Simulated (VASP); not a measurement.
**BaHfO3 in VASP 6.6.1, single-point calculation**

INCAR

```
PREC = Accurate
LWAVE = .FALSE.
IBRION = -1
GGA = PE
ISMEAR = -1
NSW = 0
ISIF = 2
EDIFF = 1E-8
NBANDS = 27
SIGMA = 0.02
NELM = 120
LASPH = .TRUE.
LCHARG = .FALSE.
ENCUT = 520
LREAL = .FALSE.
```

KPOINTS

```
KPOINTS created by Atomic Simulation Environment
0
Gamma
6 6 6
0 0 0
```

POSCAR

```
Ba Hf O
 1.0000000000000000
     4.1352881831000001    0.0000000000000000    0.0000000000000000
     0.0000000000000000    4.1352881831000001    0.0000000000000000
     0.0000000000000000    0.0000000000000000    4.1352881831000001
 Ba  Hf  O
   1   1   3
Cartesian
  0.0000000000000000  0.0000000000000000  0.0000000000000000
  2.0676440915499996  2.0676440915499996  2.0676440915499996
  2.0676440915499996  2.0676440915499996  0.0000000000000000
  2.0676440915499996  0.0000000000000000  2.0676440915499996
  0.0000000000000000  2.0676440915499996  2.0676440915499996
```

The recommended PBE PAW datasets give the neutral cell 38 valence electrons.

Command

```
mpirun -np 1 vasp_std
```

How does this run end, and what does it give?

It converged. Results: gap between bands v and c on the k mesh 3.63 eV; least direct gap on the k mesh 3.82 eV; pressure 8.4 GPa. Band v is the last that the valence electrons fill when counted band by band, and c is the next.

OSZICAR

```
N       E                     dE             d eps       ncg     rms          rms(c)
DAV:   1     0.214031014897E+03    0.21403E+03   -0.21327E+04  1080   0.138E+03
DAV:   2    -0.383810787868E+02   -0.25241E+03   -0.24473E+03  1321   0.320E+02
DAV:   3    -0.502047129113E+02   -0.11824E+02   -0.11772E+02  1389   0.647E+01
DAV:   4    -0.504265628304E+02   -0.22185E+00   -0.22156E+00  1529   0.798E+00
DAV:   5    -0.504314736767E+02   -0.49108E-02   -0.49100E-02  1395   0.799E-01    0.627E+01
DAV:   6    -0.436153039475E+02    0.68162E+01   -0.32481E+01  1192   0.329E+01    0.533E+01
DAV:   7    -0.434952825667E+02    0.12002E+00   -0.18517E+00  1354   0.839E+00    0.335E+01
DAV:   8    -0.434866644118E+02    0.86182E-02   -0.26420E-01  1222   0.409E+00    0.751E+00
DAV:   9    -0.434691595444E+02    0.17505E-01   -0.69745E-02  1243   0.171E+00    0.232E+00
DAV:  10    -0.434690924974E+02    0.67047E-04   -0.73036E-03  1291   0.560E-01    0.693E-01
DAV:  11    -0.434689687035E+02    0.12379E-03   -0.62800E-04  1326   0.156E-01    0.116E-01
DAV:  12    -0.434689981766E+02   -0.29473E-04   -0.61723E-05  1455   0.502E-02    0.116E-01
DAV:  13    -0.434690027021E+02   -0.45256E-05   -0.70496E-06  1422   0.171E-02    0.127E-02
DAV:  14    -0.434690024608E+02    0.24133E-06   -0.60906E-07  1311   0.479E-03    0.832E-03
DAV:  15    -0.434690022505E+02    0.21030E-06   -0.23671E-07  1335   0.310E-03    0.211E-03
DAV:  16    -0.434690022718E+02   -0.21311E-07   -0.10519E-08   940   0.715E-04    0.473E-04
DAV:  17    -0.434690022772E+02   -0.53337E-08   -0.19771E-09   656   0.278E-04
   1 F= -.43469002E+02 E0= -.43469002E+02  d E =-.494084E-12
```

For comparison, a separate PBE run of the intended cell, on usual settings and not on those above, gives a gap of 3.63 eV on its mesh and a pressure of 8.4 GPa.
